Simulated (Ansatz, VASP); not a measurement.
# GaN in VASP and in Ansatz

```
Ga N
1.0
     3.25950    0.00000    0.00000
    -1.62975    2.82281    0.00000
     0.00000    0.00000    4.90770
Ga N
2 2
Direct
  0.33333 0.66667 0.00000
  0.66667 0.33333 0.50000
  0.33333 0.66667 0.37500
  0.66667 0.33333 0.87500
```

Change from the starting cell: strain +0.025 along x and y, -0.050 along z, atoms carried along.

Alike in both runs: task single point; functional PBE; k mesh 12 × 12 × 6; occupations gaussian, width 0.05 eV; no spin polarisation.

|  | VASP | Ansatz |
| --- | --- | --- |
| version | VASP 6.6.1 | Ansatz 0.2.0 |
| potentials or method | VASP PAW PBE potentials, release 64 (Ga_d, N) | scalar-relativistic, plane waves, PAW |
| plane-wave cutoff (eV) | 520 | 420 |
| valence electrons in the cell | 36 | 36 |

```csv
,VASP,Ansatz,Ansatz less VASP
gap on the k mesh at the Fermi level (eV),1.96,1.95,-0.007
least direct gap on the mesh (eV),1.96,1.95,-0.007
pressure (GPa),9.8,9.8,+0.02
largest component of the traceless stress (GPa),23.41,23.57,+0.162
rms of the force components (eV/Å),0.774,0.792,+0.0183
```

Atom by atom the forces differ by 0.018 eV/Å (rms over components). The functional is the same, so the differences come from potentials, cutoffs and numerics.

Caveats: forces of over 1 eV/Å show positions far from the minimum, so gaps and moduli don't describe the material at rest.
